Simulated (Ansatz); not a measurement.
# Sn: the cost of one run

Program: Ansatz 0.2.0. Level of theory: DFT PBEsol, scalar-relativistic, plane waves, PAW. These are calculated values, not measurements.

4 further runs of the same task are left out: 1 that didn't finish, 3 set aside as unsound or not needed.

## (1) The system as given

The structure is tetragonal, space group I4/mmm (No. 139). The conventional cell has a = 3.235 Å, b = 3.235 Å, c = 5.068 Å, α = 90.00°, β = 90.00°, γ = 90.00°. Around Sn (site symmetry 4/mmm) lie 12 Sn at 3.23 to 3.41 Å.

Coordinates:

```cif
data_structure
_symmetry_space_group_name_H-M 'P 1'
_symmetry_Int_Tables_number 1
_cell_length_a 3.4135
_cell_length_b 3.4135
_cell_length_c 3.4135
_cell_angle_alpha 123.437
_cell_angle_beta 123.437
_cell_angle_gamma 84.143
_cell_volume 26.51
loop_
_atom_site_label
_atom_site_type_symbol
_atom_site_fract_x
_atom_site_fract_y
_atom_site_fract_z
_atom_site_occupancy
Sn1 Sn 0.00000 0.00000 0.00000 1
```

This cell was relaxed beforehand with the same method: volume 26.51 Å³/atom, gap on the mesh none (metal).

## (2) The bulk in the cell of the plane

The input, input.yaml:

```yaml
crystal:
  lattice:
    - [3.2346532634, 0.0, 0.0]
    - [0.0, 5.067758911, 0.0]
    - [1.6173266317, 2.5338794555, 1.6173266317]
  atoms:
    - { symbol: Sn, position: [0.0, 0.0, 0.0] }
basis:
  ecutwfc: 420
kpoints:
  mp_grid: { grid: [11, 7, 21] }
hamiltonian:
  xc: pbesol
scf:
  occupations: { method: gaussian, width: 0.1 }
output:
  forces: true
  stress: true
  eigenvalues: true
```

The run is started by

```
> ansatz run input.yaml --threads 1 --pin off --max-ram 2560MiB --backend cpu --events-out ev --progress --plain --runs-dir out
```

What time and memory should one allow on 1 thread of AMD EPYC 9R45 (Zen 5), shared host?

About 3 s, with a peak of 0.47 GiB.
